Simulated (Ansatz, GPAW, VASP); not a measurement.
One calculation of Ru, 3 ways

```
Ru
1.0
     2.70580    0.00000    0.00000
    -1.35290    2.34329    0.00000
     0.00000    0.00000    4.28190
Ru
2
Cartesian
  1.3529 0.7811 3.2114
  0.0000 1.5622 1.0705
```

Alike in all runs: task single point; functional PBE; k mesh 11 × 11 × 6; occupations gaussian, width 0.011 eV; no spin polarisation; no spin-orbit coupling. Pressure is positive in compression and, in plane waves, holds the error of the finite cutoff.

```
                        program and potentials  plane-wave cutoff (eV)                                    notes  pressure (GPa)
             VASP, PBE PAW files Ru_pv, 520 eV                     520  14 valence electrons an atom on average            4.43
    GPAW, GPAW PAW data sets (gpaw-data 1.2.1)                     600  16 valence electrons an atom on average            3.57
Ansatz, all-electron LAPW, scalar-relativistic                       -                                        -            4.44
```

The pressure spans 3.57 (GPAW, GPAW PAW data sets (gpaw-data 1.2.1)) to 4.44 GPa (Ansatz, all-electron LAPW, scalar-relativistic), with all-electron results at 4.44.

Differences between rows come from potentials, basis sets and numerical settings, since the functional is the same but for its coding. Runs on potential files found faulty are left out.

All three calculations put hexagonal close-packed Ru under compression, so PBE would favour a somewhat larger volume than this cell. The cell lies close to the measured one, and the sign fits the slight overestimate of lattice constants that PBE commonly gives for late 4d metals.

The pressure looks sizeable, but the implied expansion is probably small. Ru is very stiff because its d band is filled mostly through bonding states, leaving the antibonding ones largely empty, so a slight change in volume costs much energy and produces a large stress.

The VASP value of 4.43 GPa nearly coincides with the all-electron 4.44 GPa, while GPAW gives 3.57 GPa despite treating more electrons as valence. A larger valence space therefore doesn't by itself ensure closer agreement here, and the lower value may reflect the harder semicore states being less fully converged in the plane-wave basis. Pressure alone doesn't show whether the axial ratio is also strained, which would require the separate stress components.
